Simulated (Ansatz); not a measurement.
# Ligand exchange: In(CH3)(OH)2 + C2H7NO → In(OH)3 + C3H9N

Species: In(CH3)(OH)2, singlet; C2H7NO (ethanolamine) `NCCO`, singlet; In(OH)3, singlet; C3H9N (propylamine) `CCCN`, singlet. The partners trade CH3 for OH: In–CH3 and C–OH bonds give way to In–OH and C–CH3.

Shapes, held fixed at every level: PBE0-D4/def2-TZVP. Flexible molecules stand in one conformer, not always the lowest. Programs: Ansatz 0.2.0. Electronic energies: no zero-point or thermal term.

Q: Estimate ΔE of this reaction.

A: The highest level, CCSD(T)/def2-TZVPP, gives ΔE = -64.2 kJ/mol; the levels span -67.4 to -60.1. The column of differences is taken from that level and isn't an error. No measured value is set beside it here. For atoms past krypton def2 sets carry core potentials with scalar relativity. Correlated rows may include outer-core shells of In, which these sets cover unevenly.

```csv
level,kind,ΔE (kJ/mol),less CCSD(T)/def2-TZVPP
HF/def2-TZVPP,Hartree–Fock,-63.3,+0.9
PBE-D4/def2-TZVPP,GGA,-62.0,+2.2
B3LYP-D4/def2-TZVPP,global hybrid,-62.1,+2.1
PBE0-D4/def2-TZVPP,global hybrid,-60.1,+4.1
wB97M-V/def2-TZVPP,range-separated hybrid,-61.0,+3.2
wB97X-V/def2-TZVPP,range-separated hybrid,-63.4,+0.8
MP2/def2-TZVPP,perturbation theory,-67.4,-3.2
CCSD(T)/def2-TZVPP,coupled cluster or CI,-64.2,0.0
```

The exchange is clearly exothermic at every level, so its direction doesn't depend on the treatment of correlation. The driving force lies mainly at the metal. Indium is electropositive, and replacing methyl with the more electronegative hydroxide gives a more polar bond with a larger ionic contribution, probably helped slightly by oxygen lone-pair donation into the formally empty In 5p orbital. On the carbon side, a polar C–O bond gives way to a C–C bond, and this cost is evidently smaller than the gain at indium.

Hartree–Fock lies only 0.9 kJ/mol from CCSD(T), which suggests that correlation contributions largely cancel when the number and broad type of bonds are conserved. MP2 alone is more exothermic than the coupled-cluster value, and the sequence PBE, PBE0, Hartree–Fock shows no steady shift with the share of exact exchange. The energy favours the exchange between isolated molecules but says nothing about its rate, which would depend on activating a strong C–O bond with a poor leaving group.
